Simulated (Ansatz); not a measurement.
**Si: a test of stability by relaxation**

Aim: for Si, break the symmetry and see whether a relaxation comes back.

Method: DFT r2SCAN, scalar-relativistic, plane waves, PAW, in Ansatz 0.2.0.

## (1) The system as given

The structure is monoclinic, space group C2/m (No. 12). Conventional cell: a = 13.845 Å, b = 3.847 Å, c = 6.338 Å, α = 90.00°, β = 96.79°, γ = 90.00°. Si (site symmetry m) is surrounded by 4 Si at 2.34 to 2.38 Å. Si (site symmetry m) is surrounded by 4 Si at 2.38 to 2.42 Å. Si (site symmetry m) has 4 Si at 2.32 to 2.34 Å in its first shell of neighbours. Around Si (site symmetry m) lie 4 Si at 2.32 to 2.42 Å.

As a file:

```cif
data_structure
_symmetry_space_group_name_H-M 'P 1'
_symmetry_Int_Tables_number 1
_cell_length_a 7.1848
_cell_length_b 7.1848
_cell_length_c 6.3385
_cell_angle_alpha 96.545
_cell_angle_beta 96.545
_cell_angle_gamma 31.059
_cell_volume 167.63
loop_
_atom_site_label
_atom_site_type_symbol
_atom_site_fract_x
_atom_site_fract_y
_atom_site_fract_z
_atom_site_occupancy
Si1 Si 0.05562 0.05562 0.87422 1
Si2 Si 0.94438 0.94438 0.12578 1
Si3 Si 0.55902 0.55902 0.65348 1
Si4 Si 0.44098 0.44098 0.34652 1
Si5 Si 0.21281 0.21281 0.05738 1
Si6 Si 0.78719 0.78719 0.94262 1
Si7 Si 0.72706 0.72706 0.58554 1
Si8 Si 0.27294 0.27294 0.41446 1
```

It goes back to an entry of the Materials Project, which need not be the stable form.

This cell was relaxed beforehand with the same method: volume 20.95 Å³/atom, gap on the mesh 0.42 eV.

## (2) The reference cell

The reference gives a free energy of -5111.8712 eV, pressure -0.01 GPa, largest force 0.002 eV/Å and gap on the mesh 0.42 eV. It was computed beforehand with the settings of the runs below.

## (3) Breaking the symmetry

Cell sheared at random, sigma 0.06, atoms nudged by 0.01 Å. Displacements in the unstrained cell, with the mean shift removed:

```
atom  ux (Å)  uy (Å)  uz (Å)
 Si1  -0.008   0.012  -0.009
 Si2  -0.006   0.022  -0.013
 Si3  -0.003   0.000   0.018
 Si4   0.006  -0.022  -0.001
 Si5  -0.003  -0.015   0.013
 Si6   0.003  -0.001  -0.006
 Si7  -0.003  -0.010   0.011
 Si8   0.014   0.014  -0.013
```

Strain (xx, yy, zz, yz, xz, xy; engineering shear): (-0.0725, 0.1228, -0.0504, -0.0642, 0.0496, -0.1298).

## (4) Single point of the disturbed structure

File input.yaml:

```yaml
crystal:
  lattice:
    - [6.545747528, -2.6090706695, 0.2322798556]
    - [6.2960857606, 1.7106987241, 0.1088579359]
    - [-0.5384709367, -0.1533224799, 5.9585449207]
  atoms:
    - { symbol: Si, position: [0.0518761029, 0.0581105992, 0.87274581] }
    - { symbol: Si, position: [0.9380969927, 0.9495198001, 0.1237312561] }
    - { symbol: Si, position: [0.558987895, 0.5589303646, 0.6563060514] }
    - { symbol: Si, position: [0.4470032958, 0.4357791474, 0.346370933] }
    - { symbol: Si, position: [0.2166683514, 0.2087002588, 0.0593721276] }
    - { symbol: Si, position: [0.7876157155, 0.7871440627, 0.9416746261] }
    - { symbol: Si, position: [0.7294331791, 0.724469719, 0.5873595825] }
    - { symbol: Si, position: [0.2703184676, 0.2773460481, 0.4124396133] }
basis:
  ecutwfc: 500
kpoints:
  mp_grid: { grid: [8, 8, 4] }
hamiltonian:
  xc: r2scan
scf:
  occupations: { method: gaussian, width: 0.05 }
output:
  forces: true
  stress: true
  eigenvalues: true
```

Run with:

```console
$ ansatz run input.yaml --threads 2 --pin off --max-ram 5120MiB --backend cpu --events-out ev --progress --plain --runs-dir out
```

Further runs follow: relaxing from there.

**Question.** What will these runs give? Wanted: end of the relaxation, from the reference; final space group; volume change.

**Answer**, as computed:

| quantity | value |
| --- | --- |
| cost of the disturbance | 305.8 meV/atom |
| end of the relaxation, from the reference | +0.0 meV/atom |
| final space group | C2/m (tolerance 0.05 Å; reference C2/m) |
| volume change | -0.03 % |

In words: The relaxation returns to the undisturbed structure, within 1.5 meV/atom: a sign of a true local minimum against this disturbance.
